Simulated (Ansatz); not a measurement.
C: generalised stacking fault

Theory: DFT PBE, scalar-relativistic, plane waves, PAW in Ansatz 0.2.0. Cutoff 420 eV, Γ-centred 10×10×2 k-points, Gaussian smearing of 0.05 eV. No spin polarisation. Energies are free energies at this smearing, counted from the undisturbed cell; pressure is positive in compression.

The undisturbed cell (relaxed at this level):

```
C
1.0
    -2.51156    0.00000    0.00000
    -1.25578   -2.17508    0.00000
     0.00000    0.00000   12.54107
C
12
Direct
  0.33333 0.33333 0.93756
  0.33333 0.33333 0.27089
  0.33333 0.33333 0.60423
  0.66667 0.66667 0.10423
  0.66667 0.66667 0.43756
  0.66667 0.66667 0.77089
  0.33333 0.33333 0.06241
  0.33333 0.33333 0.39574
  0.33333 0.33333 0.72907
  0.66667 0.66667 0.22907
  0.66667 0.66667 0.56241
  0.66667 0.66667 0.89574
```

The cut lies on the cell's a–b face, a (0 0 1) plane (indices in the standard cell, whose axes needn't be the Cartesian ones shown) of area 5.46 Å², between layers 1.57 Å apart. Vector c is tilted by f times 1·a + 0·b (length 2.512 Å) with the atoms' Cartesian places fixed: one unrelaxed fault a cell.

```tsv
f	γ (mJ/m²)	shear traction, the slope of γ along the slip (GPa)	gap on the mesh (eV)
0.0000	0	0.0	3.56
0.1000	688	54.8	3.51
0.2000	2735	107.1	3.27
0.3000	5954	145.4	2.49
0.4000	?	?	1.03
0.5000	12255	0.0	0.00
```

By symmetry 0.6000 repeats 0.4000, 0.8000 repeats 0.2000, 0.7000 repeats 0.3000, 0.9000 repeats 0.1000 in energy, with the opposite slope along the path. Where the gap reads zero the k-mesh, chosen for the insulator, is on the coarse side.

Give the withheld values.

γ (mJ/m²) at f = 0.4000: 9728; shear traction, the slope of γ along the slip (GPa) at f = 0.4000: 145.5.

Cost: 6 runs of about 1 core-minutes in all, on Arm Neoverse V2 (shared hosts).